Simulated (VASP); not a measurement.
A run of VASP 6.6.1:

Contents of INCAR:

```
ALGO = Fast
EDIFF = 1E-6
ENCUT = 520
GGA = RP
ISIF = 2
ISMEAR = -1
LASPH = True
LCHARG = False
LREAL = False
LWAVE = False
NBANDS = 18
NELM = 100
PREC = Accurate
SIGMA = 0.1
```

File KPOINTS:

```
k-points
0
Gamma
  10 10 10
```

The input POSCAR:

```
Ag
1.0
    0.0000000000      3.2712914983      3.2712914983
    3.2712914983      0.0000000000      3.2712914983
    3.2712914983      3.2712914983      0.0000000000
Ag
2
Direct
    0.1250000000      0.1250000000      0.1250000000
    0.8750000000      0.8750000000      0.8750000000
```

Potentials or basis: VASP PAW PBE potentials, release 64 (Ag).

Launch:

```sh
$ cat potpaw_PBE.64/Ag/POTCAR > POTCAR
$ mpirun -np 1 vasp_std > vasp.out
```

Hardware: 1 thread of Intel(R) Xeon(R) Platinum 8488C (Sapphire Rapids) (shared host).

Task: Estimate the wall time of this run.

Result: Wall time 45 s on 1 thread of Intel(R) Xeon(R) Platinum 8488C (Sapphire Rapids), on a shared host, peak memory 0.22 GiB. Counts: scf iterations 12, k points 47.
